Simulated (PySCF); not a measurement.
Molecule: SMILES C1COCCN1, C4H9NO.

Geometry:
```tsv
atom	x (Å)	y (Å)	z (Å)
C1	-1.229	0.903	0.199
C2	-1.374	-0.476	-0.430
O3	-0.255	-0.790	-1.220
C4	0.940	-0.748	-0.483
C5	1.145	0.624	0.146
N6	0.009	1.046	0.946
H7	-2.087	1.123	0.855
H8	-1.234	1.659	-0.605
H9	-1.500	-1.237	0.372
H10	-2.258	-0.531	-1.085
H11	0.922	-1.523	0.316
H12	1.757	-1.001	-1.176
H13	1.290	1.362	-0.662
H14	2.059	0.636	0.762
H15	-0.039	0.485	1.796
```

Geometry PBE0-D3(BJ)/def2-SVP throughout; GIAO in PySCF, gas phase, one conformer, non-relativistic; equivalent atoms averaged; basis pcSseg-1.

For orientation, BP86 gives these shifts δ (against TMS, H2O, NH3 at the same level): C2/C4 73.8, C1/C5 50.9, O3 60.8, N6 53.9, H9/H10/H11/H12 3.44, H7/H8/H13/H14 2.70, H15 0.00 ppm.

A run gave: C2/C4 73.8, C1/C5 51.1, O3 65.6, N6 56.7, H9/H10/H11/H12 3.43, H7/H8/H13/H14 2.69, H15 0.03 ppm (shifts δ (against TMS, H2O, NH3 at the same level)).

Which functional was used in that run?
A. OPBE
B. BLYP
C. HF
D. PBE

Results:

D. O3 tells them apart best: PBE gives 65.6, BLYP gives 72.2, OPBE gives 54.4, HF gives 10.2 ppm.
